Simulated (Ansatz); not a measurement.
A 5-atom cell of CsSnBr3 (Pm-3m) from a materials database, relaxed with r2SCAN, was run in Ansatz 0.2.0 under altered settings. All numbers are computed, without spin polarisation but where a row says otherwise.

```yaml
crystal:
  lattice:
    - [5.84109, 0.00000, 0.00000]
    - [0.00000, 5.84109, 0.00000]
    - [0.00000, 0.00000, 5.84109]
  atoms:
    - { symbol: Cs, position: [0.00000, 0.00000, 0.00000] }
    - { symbol: Sn, position: [0.50000, 0.50000, 0.50000] }
    - { symbol: Br, position: [0.50000, 0.00000, 0.50000] }
    - { symbol: Br, position: [0.50000, 0.50000, 0.00000] }
    - { symbol: Br, position: [0.00000, 0.50000, 0.50000] }
```

The base run's other keys:
```yaml
kpoints:
  mp_grid: { grid: [2, 2, 2] }
hamiltonian:
  xc: hse06
scf:
  occupations: { method: fixed }
  n_extra_bands: 5
```

It takes 13 iterations with 3887 plane waves at 420 eV and 4 k points, and leaves a mean stress of +1.78 GPa. The gap over this mesh is 1.070 eV. It ran on 4 threads of Arm Neoverse N1, with other jobs on the host.

Outcomes, with energy and stress as changes against the base:

| setting | outcome | ΔF (meV/atom) | Δ mean stress (GPa) | gap on the mesh (eV) | iterations | wall time |
| --- | --- | --- | --- | --- | --- | --- |
| PBE hybrid, exx coeff 0.15, omega 0.1 1/Å | converged | – | +0.1 | 1.003 | 12 | 17 s |
| kpoints.mp_grid.grid: [3, 3, 3] | converged | -187 | -2.0 | 3.830 | 11 | 29 s |

A dash marks a value that wasn't obtained or can't be compared. Stress is positive in compression. The base took 17 s. The base's mesh is coarse for a hybrid, so its own values aren't converged.

- PBE hybrid, exx coeff 0.15, omega 0.1 1/Å. That is 15 % exact exchange, screened with ω = 0.1 1/Å, against HSE06's 25 % screened at 0.208 1/Å. The mean stress moves by +0.1 GPa and the gap on the mesh by -0.067 eV (to 1.003). Totals of different functionals aren't comparable. The program warns that on this mesh the truncation of the exchange isn't bounded, so part of the change can be an error of the mesh.
- kpoints.mp_grid.grid: [3, 3, 3]. The free energy moves by -187 meV an atom, the mean stress by -2.0 GPa and the gap on the mesh by +2.760 eV (to 3.830). The gap changes mostly because other points are sampled; a mesh that misses a band edge overestimates it. The difference shows how far the base mesh is converged.

Spin-orbit coupling is left out, which matters wherever the heavy atoms make up the band edges.

The program warns that its thresholds are loose for a hybrid's stress.

The meshes of the hybrids are coarse, so their gaps aren't converged to the digits shown.
